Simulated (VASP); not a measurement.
Input of a VASP 6.6.1 run:

INCAR

```
PREC = Accurate
ENCUT = 520
EDIFF = 1E-7
ISMEAR = -1
SIGMA = 0.02
LREAL = False
LASPH = True
NELM = 100
ALGO = Normal
ISIF = 2
LWAVE = False
LCHARG = False
GGA = PE
NBANDS = 15
```

Contents of KPOINTS:

```
regular mesh
0
Gamma
  8 8 8
```

Contents of POSCAR:

```
SrO
1.0
    3.1608886465      0.0000000000      0.0000000000
    0.0000000000      3.1028650697      0.0000000000
    0.0000000000      0.0000000000      3.1028650697
Sr O
1 1
Direct
    0.0000000000      0.0000000000      0.0000000000
    0.5000000000      0.5000000000      0.5000000000
```

Potentials or basis: VASP PAW PBE potentials, release 64 (Sr_sv, O).

Launch:

```console
$ cat potpaw_PBE.64/Sr_sv/POTCAR potpaw_PBE.64/O/POTCAR > POTCAR
$ mpirun -np 1 vasp_std > vasp.out
```

Question: Estimate the pressure.

Answer: 1.7 GPa.

Question: Predict the band gap on the k mesh.

Answer: 2.70 eV, indirect (least direct gap 2.78 eV).

Stress tensor (GPa, compression positive):
```
-1.93  0.00  0.00
 0.00  3.58  0.00
 0.00  0.00  3.58
```

A k mesh can miss the band edges.
